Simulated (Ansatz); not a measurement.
# Bi (P2/m) in Ansatz: a series of runs

One crystal, Bi, is run at these levels: LDA; tasks: single point, equation of state.

Everything below comes from runs of Ansatz 0.2.0. Logs are shortened: lines on timing, memory, paths and dates and some standing lists are left out, and cuts for length are marked.

## (1) The structure

It takes space group P2/m (No. 10, monoclinic). Conventional cell: a = 3.238 Å, b = 3.222 Å, c = 6.444 Å, α = 90.00°, β = 90.72°, γ = 90.00°. Bi (site symmetry m) is surrounded by 6 Bi at 3.22 to 3.24 Å.

This isn't the form of Bi at room conditions, which is rhombohedral.

## (2) Single point, LDA, 31.60 Å³/atom (volume scaled by 0.94)

Contents of input.yaml:

```yaml
crystal:
  lattice:
    - [3.1722683854, 0.0, 0.0]
    - [0.0, 3.1558770435, 0.0]
    - [-0.0788124821, 0.0, 6.312343943]
  atoms:
    - { symbol: Bi, position: [0.54424725, 0.0, 0.74957789] }
    - { symbol: Bi, position: [0.45575275, 0.0, 0.25042211] }
kpoints:
  mp_grid: { grid: [8, 8, 4] }
scf:
  occupations: { method: fermi_dirac, width: 0.05 }
hamiltonian:
  xc: lda
  pseudopotentials: { kind: all_electron, lapw: { basis_error: 0.001 } }
output:
  forces: true
  stress: true
  eigenvalues: true
```

Potentials or basis: all-electron LAPW, scalar-relativistic.

On the command line:

```
$ ansatz run input.yaml --threads 1 --pin off --max-ram 3072MiB --backend cpu --events-out ev --progress --plain --runs-dir out
```

Output:

```text
Warning: RAYON_NUM_THREADS=1 ignored (pool sized by the plan → 1); use --threads N
LAPW: plane waves up to 7.225 Å⁻¹, error target 1.0e-3 eV per atom; small_component_spin mean_spin; Bi in spheres of 1.578 Å, 37 of its electrons in bands, Dirac shells [] (how accurate: hamiltonian.pseudopotentials.lapw.basis_error, Limitations)
Engine: ansatz 0.2.0, x86_64-unknown-linux-gnu
Pseudopotentials: kind: all_electron
Pseudopotential: Bi, LAPW, valence charge 37, lapw/all_electron/scalar/gaussian/Bi, Koelling and Harmon's equation, gaussian nucleus
Functional definition: SPW92
  exchange = slater_x
  correlation = pw_c
Crystal: 2 atoms, lattice volume = 63.195 Å³
Basis set: ecut = 198.8614444812425 eV, 401 PW (Γ), exchange–correlation at level 2
Bands: 45, of which v1, the nominal top of the filled ones, is band 37 counted from 1 (36 counted from 0)
Symmetry: 4 space group operations
Space group: P2/m (ITA 10), of the structure as read, at distance tolerance 4.0e-5 Å
k-points: 90 of 256
Non-local potential: Bi, projectors of the file, none
Initial density: superposition of atomic densities (chi_scale 0.1, normalization cell)
Initial wavefunctions: plane waves of lowest kinetic energy (no species holds an atomic orbital)
Functional: x = slater, c = lda
iter 1 solved again at ethr=3.36e-5 eV; its pass at ethr=1.00e-1 eV (dr2=2.49e-2 eV) is discarded
SCF iter   1: F=—  HF=-1170790.963735 eV  |F-HF|=—  |Δ(HF+E_count)|=         —  Δρ=7.18e-3  dr2=2.49e-2  ethr=3.36e-5  ⟨swp⟩=3.3  Hψ=25827  notcnv=0
preconditioner: auto → LDOS  [metal: Δε(μ)=0.012 eV  Ē_g=23.366 eV  σ=0.050 eV  W_gap=0.06  n_scr=18 (ndim 8)  ℏωp=25.6 eV  f_vac=0.111  D(μ)=1.83/eV (n_scr^D=16)  β→1.0]
iter 2 solved again at ethr=9.98e-7 eV; its pass at ethr=3.36e-5 eV (dr2=7.39e-4 eV) is discarded
SCF iter   2: F=—  HF=-1170790.957111 eV  |F-HF|=—  |Δ(HF+E_count)|=   6.62e-3  Δρ=1.55e-3  dr2=7.39e-4  ethr=9.98e-7  ⟨swp⟩=2.0  Hψ=20027  notcnv=0
SCF iter   3: F=—  HF=-1170790.952676 eV  |F-HF|=—  |Δ(HF+E_count)|=   4.43e-3  Δρ=6.02e-4  dr2=1.89e-4  ethr=9.98e-7  ⟨swp⟩=3.0  Hψ=12168  notcnv=0
SCF iter   4: F=—  HF=-1170790.951196 eV  |F-HF|=—  |Δ(HF+E_count)|=   1.48e-3  Δρ=2.18e-4  dr2=3.31e-5  ethr=2.55e-7  ⟨swp⟩=2.0  Hψ=11812  notcnv=0
SCF iter   5: F=—  HF=-1170790.951098 eV  |F-HF|=—  |Δ(HF+E_count)|=   9.78e-5  Δρ=7.38e-5  dr2=4.70e-6  ethr=4.47e-8  ⟨swp⟩=2.0  Hψ=11811  notcnv=0
SCF iter   6: F=—  HF=-1170790.951095 eV  |F-HF|=—  |Δ(HF+E_count)|=   3.51e-6  Δρ=1.21e-5  dr2=1.66e-7  ethr=6.35e-9  ⟨swp⟩=2.0  Hψ=11811  notcnv=0
SCF iter   7: F=-1170790.951095 eV  HF=-1170790.951095 eV  |F-HF|=0.00e0  |Δ(HF+E_count)|=   4.10e-8  Δρ=1.46e-6  dr2=1.74e-9  ethr=2.24e-10  ⟨swp⟩=2.0  Hψ=11811  notcnv=0
SCF 1 converged in 7 iterations: F = -1170790.951095 eV  dr2 = 1.74e-9
SCF converged after 7 iterations
Free energy (F): -1170790.951095 eV
Harris-Foulkes:  -1170790.951095 eV  (|F-HF|=0.00e0)
Internal energy: -1170790.937189 eV  (E = F + TS)
E sigma→0 (E₀):  -1170790.944142 eV
Entropy (-TS):   -0.013906 eV (-6.953 meV/atom)
Fermi energy:    15.043340 eV
--- Per-component energies (eV) ---
  E_band       = -5260.307313
  E_kinetic    = 1354959.275058
  E_xc         = -20986.199700
  E_electrostatic = -2504764.012546  (all electrons and nuclei)
  E_smearing   = -0.013906  (= −TS)
  E_closure    = 0.000000  (closes the sum)
  E_atoms      = -1170781.911267  (free atoms, spherical and without spin; not in F)
  Σ components = -1170790.951095   (vs F -1170790.951095, Δ=0.00e0)
  Basis errors (estimates in eV, not in F): energy 3.2e-4 per atom: plane waves 3.2e-4 (1.7e-4 summed), levels above the bands 2.7e-73, relativity 1.1e-8, radial functions 6.4e-6, core shells 1.4e-8; eigenvalues (radial functions only) 4.3e-6; not estimated: angular momenta, meshes, grids; target (lapw.basis_error) 1.0e-3; muffin-tin radii Bi 1.578 Å
--- Forces (eV/Å), atoms counted from 1 ---
  atom   1  Bi     0.00907880     0.00000000    -0.00624837
  atom   2  Bi    -0.00907880    -0.00000000     0.00624837
  max |Σ_I F_I| component: 0.00e0 eV/Å
--- Stress (GPa, compression-positive) ---
        1.631761       0.000000      -0.169524
        0.000000       2.506621      -0.000000
       -0.169524      -0.000000       1.353399
  P = ⅓ Tr σ = 1.8306 GPa (18.306 kbar)
--- Band table (eV; the first three rows and the last of 90) ---
  k-point 0: bands = ["-138.1046", "-138.1045", "-133.3421", "-133.3421", "-133.3419", "-133.3419", "-133.3417", "-133.3417", "-133.3414", "-133.3414", "-133.3409", "-133.3409", "-133.3401", "-133.3401", "-133.3399", "-133.3399", "-76.2263", "-76.2217", "-76.2198", "-76.2196", "-76.2183", "-76.2180", "-7.9257", "-7.9116", "-7.9039", "-7.6022", "-7.6004", "-7.5871", "-7.5058", "-7.4942", "-7.4924", "-7.4847", "1.3537", "3.5293", "9.6175", "18.3971", "18.4404", "18.4592", "20.1505", "20.5948", "21.9588", "23.2923", "23.4489", "25.0522", "25.5289"]
  k-point 1: bands = ["-138.1046", "-138.1045", "-133.3421", "-133.3421", "-133.3419", "-133.3419", "-133.3417", "-133.3417", "-133.3414", "-133.3414", "-133.3409", "-133.3409", "-133.3401", "-133.3401", "-133.3399", "-133.3399", "-76.2257", "-76.2224", "-76.2197", "-76.2196", "-76.2182", "-76.2180", "-7.9196", "-7.9066", "-7.8691", "-7.6405", "-7.5867", "-7.5839", "-7.5145", "-7.5106", "-7.4912", "-7.4854", "1.5684", "3.0368", "10.6608", "16.1861", "18.6262", "18.7009", "19.8488", "20.1749", "22.5558", "23.4701", "23.9565", "24.6057", "25.4606"]
  k-point 2: bands = ["-138.1046", "-138.1046", "-133.3421", "-133.3421", "-133.3419", "-133.3419", "-133.3417", "-133.3417", "-133.3414", "-133.3414", "-133.3409", "-133.3409", "-133.3401", "-133.3401", "-133.3399", "-133.3399", "-76.2241", "-76.2240", "-76.2197", "-76.2196", "-76.2181", "-76.2181", "-7.9134", "-7.9126", "-7.7624", "-7.7517", "-7.5504", "-7.5499", "-7.5473", "-7.5439", "-7.4884", "-7.4880", "2.1718", "2.1979", "13.0988", "13.1308", "19.1416", "19.2398", "19.3473", "19.3677", "23.0353", "23.1103", "23.8372", "23.8893", "28.4585"]
  k-point 89: bands = ["-138.1044", "-138.1044", "-133.3421", "-133.3421", "-133.3419", "-133.3419", "-133.3417", "-133.3417", "-133.3414", "-133.3414", "-133.3409", "-133.3409", "-133.3401", "-133.3401", "-133.3399", "-133.3399", "-76.2243", "-76.2240", "-76.2235", "-76.2230", "-76.2229", "-76.2228", "-7.7404", "-7.7395", "-7.6770", "-7.6719", "-7.6658", "-7.6615", "-7.5367", "-7.5247", "-7.3442", "-7.3438", "6.4690", "6.5139", "12.4165", "12.4361", "12.4514", "12.4638", "17.4064", "17.5171", "18.4366", "18.4649", "23.1422", "23.1659", "23.1853"]
```

It took 21 s on 1 thread of Intel Xeon Platinum 8488C (Sapphire Rapids), shared host; peak memory 0.51 GiB.

Results:

```yaml
Free_energy: -1170790.9511 eV
Pressure: 1.8 GPa
Largest_force: 0.011 eV/Å
Band_gap_on_the_k_mesh: none (metal or under the smearing width)
```

Caveat: spin-orbit coupling is left out, which moves the levels of the heavy elements.

## (3) Single point, LDA, 32.27 Å³/atom (volume scaled by 0.96)

input.yaml, as its differences from that of step 2:

```diff
@@ -2,5 +2,5 @@
   lattice:
-    - [3.1722683854, 0.0, 0.0]
-    - [0.0, 3.1558770435, 0.0]
-    - [-0.0788124821, 0.0, 6.312343943]
+    - [3.1946090396, 0.0, 0.0]
+    - [0.0, 3.178102262, 0.0]
+    - [-0.0793675179, 0.0, 6.356798534]
   atoms:
```

Potentials or basis: all-electron LAPW, scalar-relativistic.

On the command line:

```
$ ansatz run input.yaml --threads 1 --pin off --max-ram 3072MiB --backend cpu --events-out ev --progress --plain --runs-dir out
```

Wall time 21 s (1 thread of Intel Xeon Platinum 8488C (Sapphire Rapids), shared host); peak memory 0.51 GiB.

Results (log left out):

```yaml
Free_energy: -1170790.9608 eV
Pressure: 0.5 GPa
Largest_force: 0.010 eV/Å
Band_gap_on_the_k_mesh: none (metal or under the smearing width)
```

Caveat: spin-orbit coupling is left out, which moves the levels of the heavy elements.

## (4) Single point, LDA, 32.94 Å³/atom (volume scaled by 0.98)

input.yaml, as its differences from that of step 3:

```diff
@@ -2,5 +2,5 @@
   lattice:
-    - [3.1946090396, 0.0, 0.0]
-    - [0.0, 3.178102262, 0.0]
-    - [-0.0793675179, 0.0, 6.356798534]
+    - [3.2166415224, 0.0, 0.0]
+    - [0.0, 3.2000209013, 0.0]
+    - [-0.0799148974, 0.0, 6.4006399093]
   atoms:
```

On the command line:

```
$ ansatz run input.yaml --threads 1 --pin off --max-ram 3072MiB --backend cpu --events-out ev --progress --plain --runs-dir out
```

Run time: 21 s. Hardware: 1 thread of Intel Xeon Platinum 8488C (Sapphire Rapids), shared host; peak memory 0.51 GiB.

It converged, with:

* Free energy: -1170790.9600 eV
* Pressure: -0.7 GPa
* Largest force: 0.013 eV/Å
* Band gap on the k mesh: none (metal or under the smearing width)

Caveat: spin-orbit coupling is left out, which moves the levels of the heavy elements.

## (5) Single point, LDA, 33.61 Å³/atom

input.yaml, as its differences from that of step 4:

```diff
@@ -2,5 +2,5 @@
   lattice:
-    - [3.2166415224, 0.0, 0.0]
-    - [0.0, 3.2000209013, 0.0]
-    - [-0.0799148974, 0.0, 6.4006399093]
+    - [3.238376246, 0.0, 0.0]
+    - [0.0, 3.22164332, 0.0]
+    - [-0.0804548793, 0.0, 6.4438887882]
   atoms:
```

On the command line:

```
$ ansatz run input.yaml --threads 1 --pin off --max-ram 3072MiB --backend cpu --events-out ev --progress --plain --runs-dir out
```

Run time: 19 s. Hardware: 1 thread of Intel Xeon Platinum 8488C (Sapphire Rapids), shared host; peak memory 0.5 GiB.

The run converged. Its results:

- Free energy: -1170790.9499 eV
- Pressure: -1.7 GPa
- Largest force: 0.018 eV/Å
- Band gap on the k mesh: none (metal or under the smearing width)

Caveat: spin-orbit coupling is left out, which moves the levels of the heavy elements.

## (6) Single point, LDA, 34.29 Å³/atom (volume scaled by 1.02)

input.yaml, as its differences from that of step 5:

```diff
@@ -2,5 +2,5 @@
   lattice:
-    - [3.238376246, 0.0, 0.0]
-    - [0.0, 3.22164332, 0.0]
-    - [-0.0804548793, 0.0, 6.4438887882]
+    - [3.2598230713, 0.0, 0.0]
+    - [0.0, 3.242979328, 0.0]
+    - [-0.0809877086, 0.0, 6.4865647921]
   atoms:
```

Potentials or basis: all-electron LAPW, scalar-relativistic.

On the command line:

```
$ ansatz run input.yaml --threads 1 --pin off --max-ram 3072MiB --backend cpu --events-out ev --progress --plain --runs-dir out
```

It took 19 s on 1 thread of Intel Xeon Platinum 8488C (Sapphire Rapids), shared host; peak memory 0.51 GiB.

Results (log left out):

* Free energy: -1170790.9316 eV
* Pressure: -2.6 GPa
* Largest force: 0.023 eV/Å
* Band gap on the k mesh: none (metal or under the smearing width)

Caveat: spin-orbit coupling is left out, which moves the levels of the heavy elements.

## (7) Single point, LDA, 34.96 Å³/atom (volume scaled by 1.04)

input.yaml, as its differences from that of step 6:

```diff
@@ -2,5 +2,5 @@
   lattice:
-    - [3.2598230713, 0.0, 0.0]
-    - [0.0, 3.242979328, 0.0]
-    - [-0.0809877086, 0.0, 6.4865647921]
+    - [3.2809913467, 0.0, 0.0]
+    - [0.0, 3.2640382254, 0.0]
+    - [-0.0815136175, 0.0, 6.5286865229]
   atoms:
```

On the command line:

```
$ ansatz run input.yaml --threads 1 --pin off --max-ram 3072MiB --backend cpu --events-out ev --progress --plain --runs-dir out
```

It took 21 s on 1 thread of Intel Xeon Platinum 8488C (Sapphire Rapids), shared host; peak memory 0.51 GiB.

The run converged. Its results:

* Free energy: -1170790.9059 eV
* Pressure: -3.5 GPa
* Largest force: 0.029 eV/Å
* Band gap on the k mesh: none (metal or under the smearing width)

Caveat: spin-orbit coupling is left out, which moves the levels of the heavy elements.

## (8) Single point, LDA, 35.63 Å³/atom (volume scaled by 1.06)

input.yaml, as its differences from that of step 7:

```diff
@@ -2,5 +2,5 @@
   lattice:
-    - [3.2809913467, 0.0, 0.0]
-    - [0.0, 3.2640382254, 0.0]
-    - [-0.0815136175, 0.0, 6.5286865229]
+    - [3.3018899442, 0.0, 0.0]
+    - [0.0, 3.2848288383, 0.0]
+    - [-0.0820328266, 0.0, 6.5702716347]
   atoms:
```

On the command line:

```
$ ansatz run input.yaml --threads 1 --pin off --max-ram 3072MiB --backend cpu --events-out ev --progress --plain --runs-dir out
```

Run time: 21 s. Hardware: 1 thread of Intel Xeon Platinum 8488C (Sapphire Rapids), shared host; peak memory 0.51 GiB.

It converged, with:

```yaml
Free_energy: -1170790.8737 eV
Pressure: -4.2 GPa
Largest_force: 0.034 eV/Å
Band_gap_on_the_k_mesh: none (metal or under the smearing width)
```

Caveat: spin-orbit coupling is left out, which moves the levels of the heavy elements.

## (9) Equation of state, LDA

Potentials or basis: all-electron LAPW, scalar-relativistic.

No new run: the results of the series are fitted here.

Results:

```
Equilibrium volume                        : 32.55 Å³/atom
Bulk modulus at fixed shape and positions : 57 GPa
Pressure derivative of the bulk modulus   : 4.7
```

Energy against volume, from the lowest point:
```tsv
volume (Å³/atom)	energy (meV/atom)
31.597	4.84
32.270	0.00
32.942	0.39
33.614	5.43
34.286	14.61
34.959	27.45
35.631	43.56
```

Caveat: the cell was scaled at fixed shape and fractional positions, which overstates the stiffness of a crystal with free parameters, most of all of layers and chains; spin-orbit coupling is left out, which moves the levels of the heavy elements.
